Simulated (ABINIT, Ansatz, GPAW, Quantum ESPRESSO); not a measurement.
# HfC: programs and potentials compared

```
CELL_PARAMETERS angstrom
3.34287 0.00000 0.00000
-1.67143 2.89501 0.00000
0.00000 0.00000 5.20271
ATOMIC_POSITIONS crystal
Hf 0.33333 0.66667 0.25000
Hf 0.66667 0.33333 0.75000
C 0.00000 0.00000 0.50000
C 0.00000 0.00000 0.00000
```

The cell comes from a database or a generator and needn't be the stable form of this composition.

Alike in all runs: task single point; functional PBEsol; k mesh 9 × 9 × 5; occupations fermi-dirac, width 0.05 eV; no spin polarisation; no spin-orbit coupling. Pressure is positive in compression and, in plane waves, holds the error of the finite cutoff.

```json
{"program and potentials": "Quantum ESPRESSO, GBRV 1.5 PBEsol", "plane-wave cutoff (eV)": "612", "notes": "-", "pressure (GPa)": "-7.22"}
{"program and potentials": "Ansatz, all-electron LAPW, scalar-relativistic", "plane-wave cutoff (eV)": "-", "notes": "-", "pressure (GPa)": "-7.32"}
{"program and potentials": "ABINIT, PseudoDojo NC SR PBEsol v0.4.1 standard", "plane-wave cutoff (eV)": "1116", "notes": "-", "pressure (GPa)": "-7.12"}
{"program and potentials": "GPAW, PAW data sets generated for this functional", "plane-wave cutoff (eV)": "800", "notes": "-", "pressure (GPa)": "-6.30"}
```

The pressure spans -7.32 (Ansatz, all-electron LAPW, scalar-relativistic) to -6.30 GPa (GPAW, PAW data sets generated for this functional), with all-electron results at -7.32.

Differences between rows come from potentials, basis sets and numerical settings, since the functional is the same but for its coding. Runs on potential files found faulty are left out.
